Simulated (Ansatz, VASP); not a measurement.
**MgSi in VASP and in Ansatz**

```xyz
2
Lattice="2.9084 0.0000 0.0000 0.0000 2.9084 0.0000 0.0000 0.0000 4.1034" Properties=species:S:1:pos:R:3 pbc="T T T"
Mg    0.0000    0.0000    0.0000
Si    1.4542    1.4542    2.1767
```

Change from the starting cell: all Si atoms moved +0.125 Å, as atom 2 along Cartesian [0 0 1].

Alike in both runs: task single point; functional r2SCAN; k mesh 16 × 16 × 12; occupations gaussian, width 0.15 eV; no spin polarisation.

|  | VASP | Ansatz |
| --- | --- | --- |
| version | VASP 6.6.1 | Ansatz 0.2.0 |
| potentials or method | VASP PAW PBE potentials, release 64 (Mg, Si) | scalar-relativistic, plane waves, PAW |
| plane-wave cutoff (eV) | 520 | 500 |
| valence electrons in the cell | 6 | 14 |

```csv
,VASP,Ansatz,Ansatz less VASP
gap on the k mesh at the Fermi level (eV),none,none,-
pressure (GPa),-1.0,-0.8,+0.29
largest component of the traceless stress (GPa),2.17,2.14,-0.038
rms of the force components (eV/Å),0.275,0.278,+0.0032
```

Atom by atom the forces differ by 0.003 eV/Å (rms over components). A gap of «none» marks a metal or a gap that the smearing closes. The two sets of potentials don't hold the same shells in valence.

Caveats: the PAW data sets were made with another functional, which shifts forces and pressure a little (VASP).
